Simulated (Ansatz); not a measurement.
Understanding rocksalt-structured EuO from first principles

**What was measured.** A cell as deposited of cubic EuO (space group Fm-3m), temperature not stated, from the Crystallography Open Database (1963), has a = 5.144 Å and 17.01 Å³/atom.

Method: PBE+U (U_eff = 6 eV on Eu 4f), scalar-relativistic; collinear spin; PAW, 420 eV, Γ-centred 10×10×10 mesh, 0.05 eV Gaussian smearing; code Ansatz; PAW files: Ansatz's generated set soft_2.

The start was a prototype's sites filled with these elements; the Crystallography Open Database holds the compound in this structure.

The relaxed structure (symmetry read at 0.01 Å). It takes space group Fm-3m (No. 225, cubic). Conventional cell: a = 5.177 Å, b = 5.177 Å, c = 5.177 Å, α = 90.00°, β = 90.00°, γ = 90.00°. Around Eu (site symmetry m-3m) lie 6 O at 2.59 Å. Around O (site symmetry m-3m) lie 6 Eu at 2.59 Å. (Neighbours are counted to 15 % beyond the shortest distance.)

Results at this level of theory:

```
Volume                                       : 17.34 Å³/atom
Band gap                                     : 0.39 eV
Smallest direct gap                          : 0.62 eV (over both spins)
Magnetic state                               : ferromagnetic
Site spin moments                            : Eu 6.76; O -0.08 μB
Spin moment of the cell                      : 7.00 μB
Bader charges                                : Eu 1.42; O -1.42 e
f electrons (orthogonalised atomic orbitals) : Eu 6.98
Bulk modulus (Birch–Murnaghan)               : 87 GPa
Pressure derivative B0′                      : 4.5
Shear modulus (Hill)                         : 58 GPa
Young's modulus                              : 142 GPa
Poisson's ratio                              : 0.23
Elastically stable                           : yes
```

**Question.** Should it be a metal or an insulator?

**Answer.** Formal charges Eu²⁺, O²⁻ leave Eu²⁺ with an open 4f⁷ shell. A part-filled shell gives a gap only if something splits it: here on each such atom exchange fills one spin channel and leaves the other empty, so the half-filled shell acts almost as a closed one, and the gap is 0.39 eV.

**Question.** What moment should the f shell carry?

**Answer.** Hund's first rule gives Eu²⁺ with 7 f electrons 7 unpaired spins, a spin moment of 7 μB; the run has 6.76 μB on Eu (atomic spheres) and 6.98 f electrons on orthogonalised orbitals. The moment is close to the ion's, so in this run the shell is localised and nearly fully polarised.

**Question.** What fixes the bond lengths?

**Answer.** Shannon's ionic radii give a check on the bond lengths: Eu²⁺ with 6 neighbours 1.17 Å + O²⁻ 1.40 Å = 2.57 Å against a computed mean of 2.59 Å. Sums and bonds agree within 3 %, so ion sizes set the bond lengths.

Bader charges against formal ones: Eu +1.42 (+2), O −1.42 (−2). The cations give up 71 % of the formal charge; Bader charges stay under formal ones because the anions' density reaches into the cations' basins.

**Question.** How stiff is it, in energy terms?

**Answer.** B0·V0 = 86.6 GPa × 17.34 Å³ = 9.37 eV/atom sets the scale: near the minimum ΔE ≈ ½ B0 V0 x², with x = V/V0 − 1, and a pressure of 0.9 GPa squeezes the volume by about 1 %. At the ends of the curve: x = −5.5 % predicts 14.2 meV/atom and the run gives 15.7; x = +10.0 % predicts 46.9 meV/atom and the run gives 39.4. The lopsidedness is anharmonic: atoms resist being pushed together more than being pulled apart.

**Question.** Which Debye temperature follows from the elastic moduli?

**Answer.** K = 86 GPa and G = 58 GPa (Hill). With a density of 8.043 g/cm³ (mean mass 84.0 u, 17.34 Å³/atom), K = 86.5 and G = 57.8 GPa from the unrounded constants, v_l = √((K + 4G/3)/ρ) = 4510 m/s and v_t = √(G/ρ) = 2680 m/s. The mean [(1/v_l³ + 2/v_t³)/3]^(−1/3) is 2970 m/s, and θ_D = (ħ/k_B)(6π²/V)^(1/3) v_m ≈ 340 K, with V the volume an atom.

**Comparison.** The computed cell (5.177 Å, 17.34 Å³/atom) differs from the database's by +1.9 % in volume, about +0.6 % in length. PBE tends to overestimate volumes, and a Hubbard U, which takes the open shell out of the bonding, usually adds to that.

Scalar-relativistic only: spin–orbit splittings of the heavy atoms' levels are missing. The run wasn't fully tested for a lower electronic state. Site moments are of spin, integrated over atomic spheres.
